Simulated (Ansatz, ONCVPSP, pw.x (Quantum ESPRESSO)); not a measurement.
From atom to crystal: ONCV potential for gallium (Ga)

| Property | Result |
| --- | --- |
| Element | Ga |
| Generator | ONCVPSP 4.0.1.1 (patched build) |
| Type | optimised norm-conserving Vanderbilt (ONCV) |
| Functional | PBE |
| Relativity | scalar-relativistic |
| Frozen core | [Ar] 3d10 |
| Valence charge | 3 |
| Reference configuration | 4s2 4p1 |
| Partial waves | 4s: rc 1.55 bohr, ncon 4, nbas 8, qcut 5.4 1/bohr, local; 4p: rc 1.88 bohr, ncon 4, nbas 7, qcut 3.8 1/bohr, 2 projectors, debl 2.3 Ha |
| Local potential | the s channel |
| Core correction | Teter function, fcfact 3.75, rcfact 1.05 |

Atomic tests: cutoffs needed: 7.3 Ha and 23 Ha (the cutoffs (Ha) at which the residual kinetic energy of the hardest occupied pseudo-wave falls to 1 and 0.1 mHa per electron) The cutoffs count occupied waves only; projector 2 of the p channel, the hardest unoccupied one, needs 31 Ha at the loose tolerance.; ghost test: ghosts flagged at negative energy: p at -68.0 eV; no localised positive-energy state flagged; a true bound ghost makes a file unfit for plane-wave use; largest excitation error: +50 meV (all-electron minus pseudo) for 4s1 4p0, out of 4 test configurations.

Crystal test: fcc Ga in pw.x 7.5, no spin, 13³ k-points, Fermi–Dirac smearing 0.01 Ry, cutoffs 55/220 Ry. The reference is all-electron LAPW (Ansatz 0.2.0) with the same functional, mesh and smearing; V0 and B0 come from Birch–Murnaghan fits to the pressures at five volumes. Errors are pseudo minus all-electron; Δ is the rms difference of the E(V) curves that follow from these fits, minima aligned, over ±6 % about the mean V0. Mesh and smearing are coarse, so the numbers serve the comparison and aren't converged zero-temperature values; the lattice is a test structure that the element need not adopt.

```
V (Å³/atom)  P all-electron (GPa)  P pseudo (GPa)
     18.074                  2.74         -430.02
     18.549                  1.23         -417.46
     19.025                 -0.07         -405.02
     19.501                 -1.20         -395.71
     19.976                 -2.17         -382.89
```

All-electron: a0 = 4.236 Å (V0 = 19.00 Å³/atom), B0 = 48.8 GPa.

Pseudopotential: converged, but broken (pressure over 100 GPa off). The pressure does not cross zero within the volumes sampled, so no fit is given. The pseudo pressure rises with volume over the whole range, a mechanical instability. Note: ghosts flagged at negative energy: p at -68.0 eV; no localised positive-energy state flagged. A true bound ghost makes a file unfit for plane-wave use. A pressure error of this size marks a broken potential; the numbers have no physical meaning.

Problem. At the middle volume, how do free energy and pressure move when the wave cutoff is lowered (ecutrho kept at four times it)?

Solution.

```json
{"cutoff (Ry)": "25", "shift of F (meV/atom)": "+85085.6", "shift of P (GPa)": "+394.51"}
{"cutoff (Ry)": "33", "shift of F (meV/atom)": "+52697.7", "shift of P (GPa)": "-1645.87"}
{"cutoff (Ry)": "44", "shift of F (meV/atom)": "+7326.0", "shift of P (GPa)": "+398.36"}
```

The run at the middle volume (84 k-points, 18 iterations) took about 18 s on one core of a shared host (Neoverse-V1, 64 threads, 255 GiB, load 11).
